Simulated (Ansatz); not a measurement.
Runs of Ansatz 0.2.0 on Ge. Symmetry: I4/mmm, No. 139, tetragonal system. The conventional cell has a = 3.217 Å, b = 3.217 Å, c = 3.746 Å, α = 90.00°, β = 90.00°, γ = 90.00°. Ge (site symmetry 4/mmm) has 12 Ge at 2.95 to 3.22 Å as nearest neighbours. The cell was built by a generator and needn't be a form met in nature.

```csv
task,level,k mesh,cutoff (eV),points for each segment of the path,gap on the mesh (eV),pressure (GPa),V0 of scaled cells (Å³/atom),B0 (GPa)
band structure,HSE06,7 × 7 × 7,420,4,none,-1.4,-,-
single point,r2SCAN0,7 × 7 × 7,500,-,none,(a),-,-
equation of state,r2SCAN0,6 × 6 × 6,500,-,-,-,18.68,77
equation of state,HSE06,6 × 6 × 6,420,-,-,-,(b),70
```

Alike in all rows: potentials or basis Ansatz PAW; no spin polarisation; cell as given; smearing fermi-dirac 0.05 eV; the mesh is coarse, so values aren't converged.

**Question.** Fill in the values left out.

**Answer.** (a) -2.9; (b) 18.98.

Caveats: all runs use coarse meshes; the PAW data sets come from PBE, with cores solved anew for the run's functional, which leaves a small shift of forces and pressure (some runs); the thresholds are loose for stress (some runs); the cell was scaled at fixed shape and fractional positions, which overstates the stiffness of a crystal with free parameters, most of all of layers and chains (some runs); the PAW data sets were made with another functional, which shifts forces and pressure a little (some runs).

A k mesh can miss the band edges, and the runs leave out spin-orbit coupling on Ge.

A gap of «none» marks a metal or a gap under the smearing width.
